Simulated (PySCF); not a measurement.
Record of a relaxation.

Species: C3H4N2.
SMILES with atom numbers: `[cH:1]1[cH:2][nH:3][cH:4][n:5]1` (hydrogens: H6 on C1; H7 on C2; H8 on N3; H9 on C4)

Computed by this run: PBE0-D3(BJ)/def2-SVP geometry optimisation, gas phase (PySCF 2.14.0); density fitting, grid level 1; the optimiser is geomeTRIC in internal coordinates, started from a GFN2-xTB structure. The frame can shift and turn from step to step; on so coarse a grid that alone can change the energy by a few meV, and forces under 0.02 eV/Å are noise.

Step 0: E = -6144.3710 eV, largest atomic force 0.729 eV/Å
```
atom  x, y, z in Å  |  force x, y, z in eV/Å
C1     -0.803   -0.926    0.073    0.312   0.031   0.033
C2     -0.884    0.408   -0.199   -0.018   0.174  -0.036
N3      0.398    0.878   -0.123   -0.084  -0.068   0.002
C4      1.181   -0.183    0.188   -0.091   0.030  -0.019
N5      0.487   -1.277    0.312    0.179  -0.511   0.131
H6     -1.587   -1.655    0.114   -0.592  -0.390  -0.003
H7     -1.714    1.042   -0.434   -0.500   0.409  -0.145
H8      0.692    1.829   -0.269    0.081   0.177  -0.027
H9      2.243   -0.111    0.313    0.711   0.148   0.065
```

Step 1: E = -6144.4019 eV, largest atomic force 0.130 eV/Å
```
atom  x, y, z in Å  |  force x, y, z in eV/Å
C1     -0.848   -0.921    0.086   -0.109  -0.071   0.000
C2     -0.939    0.421   -0.194   -0.015   0.044  -0.012
N3      0.349    0.884   -0.118    0.035   0.052  -0.005
C4      1.143   -0.173    0.199    0.046   0.024   0.001
N5      0.449   -1.275    0.329    0.027  -0.012   0.008
H6     -1.661   -1.648    0.124    0.056   0.030   0.002
H7     -1.780    1.068   -0.435    0.031  -0.029   0.008
H8      0.652    1.838   -0.269   -0.013  -0.026   0.002
H9      2.224   -0.074    0.321   -0.057  -0.014  -0.005
```

Step 2: E = -6144.4016 eV, largest atomic force 0.130 eV/Å
```
atom  x, y, z in Å  |  force x, y, z in eV/Å
C1     -0.849   -0.924    0.087    0.045   0.085  -0.011
C2     -0.936    0.419   -0.194   -0.097   0.059  -0.023
N3      0.350    0.888   -0.119   -0.046  -0.121   0.015
C4      1.142   -0.171    0.199    0.070  -0.016   0.015
N5      0.449   -1.274    0.329    0.035   0.001   0.004
H6     -1.660   -1.651    0.126    0.007   0.001   0.002
H7     -1.777    1.065   -0.435   -0.010   0.002  -0.003
H8      0.651    1.841   -0.270   -0.007  -0.005  -0.002
H9      2.221   -0.074    0.321    0.004  -0.006   0.002
```

Step 3: E = -6144.4021 eV, largest atomic force 0.056 eV/Å
```
atom  x, y, z in Å  |  force x, y, z in eV/Å
C1     -0.849   -0.922    0.086   -0.023   0.018  -0.006
C2     -0.938    0.420   -0.194   -0.040   0.036  -0.014
N3      0.350    0.886   -0.118   -0.009  -0.034   0.006
C4      1.143   -0.173    0.199    0.042   0.002   0.005
N5      0.449   -1.275    0.329    0.026  -0.003   0.006
H6     -1.661   -1.649    0.124    0.025   0.009   0.003
H7     -1.778    1.067   -0.435    0.006  -0.010   0.001
H8      0.652    1.839   -0.269   -0.009  -0.009   0.000
H9      2.222   -0.075    0.321   -0.018  -0.010  -0.001
```

Step 4: E = -6144.4021 eV, largest atomic force 0.077 eV/Å
```
atom  x, y, z in Å  |  force x, y, z in eV/Å
C1     -0.849   -0.922    0.087    0.038   0.041  -0.003
C2     -0.939    0.421   -0.195    0.055  -0.051   0.018
N3      0.349    0.885   -0.118   -0.003   0.007  -0.003
C4      1.144   -0.172    0.199   -0.073  -0.005  -0.007
N5      0.450   -1.274    0.329   -0.012  -0.007   0.001
H6     -1.657   -1.649    0.126   -0.025  -0.027   0.003
H7     -1.779    1.067   -0.435   -0.018   0.015  -0.007
H8      0.650    1.838   -0.270    0.005   0.023  -0.005
H9      2.222   -0.075    0.321    0.034   0.005   0.004
```

Step 5: E = -6144.4022 eV, largest atomic force under 0.02 eV/Å
```
atom  x, y, z in Å  |  force x, y, z in eV/Å
C1     -0.848   -0.922    0.087   -0.013  -0.001  -0.001
C2     -0.939    0.421   -0.195    0.006  -0.007   0.002
N3      0.349    0.886   -0.119    0.002  -0.005   0.000
C4      1.143   -0.172    0.199    0.009   0.006   0.001
N5      0.450   -1.274    0.330   -0.003   0.009  -0.002
H6     -1.657   -1.650    0.126   -0.002  -0.003   0.001
H7     -1.780    1.066   -0.436   -0.002  -0.001  -0.001
H8      0.649    1.839   -0.271    0.000   0.001  -0.002
H9      2.222   -0.074    0.321    0.004   0.001   0.001
```

Question: Summarise the path.

Answer: The energy falls by 0.0311 eV from step 0 to step 5; nine tenths of that is first reached at step 1. It rises by more than 0.2 meV at step 2. The largest force goes from 0.729 to under 0.02 eV/Å. Among the bonds C4–H9 changes most (a near tie, within 0.001 Å, with another), from 1.072 to 1.090 Å; the atoms move by 0.018 Å rms after alignment.

Question: Follow the three bonds and two angles with the largest change from start to end.

Answer: 
```tsv
step	E above end (eV)	largest force (eV/Å)	C4–H9 (Å)	C1–H6 (Å)	C2–H7 (Å)	C2–C1–H6 (°)	N5–C4–H9 (°)
0	0.0311	0.729	1.072	1.071	1.070	129.0	125.0
1	0.0002	0.130	1.092	1.091	1.088	127.5	126.2
2	0.0006	0.130	1.090	1.089	1.087	127.7	126.0
3	0.0001	0.056	1.091	1.090	1.087	127.6	126.1
4	0.0001	0.077	1.089	1.088	1.086	127.6	126.1
5	0.0000	under 0.02	1.090	1.089	1.087	127.6	126.0
```

The cost below is that of the whole optimisation. The run took 19 s on an Arm Neoverse N1 with one thread, no GPU, shared host with 64 logical CPUs at a one-minute load of 56, and the process peaked at 0.40 GiB of memory.
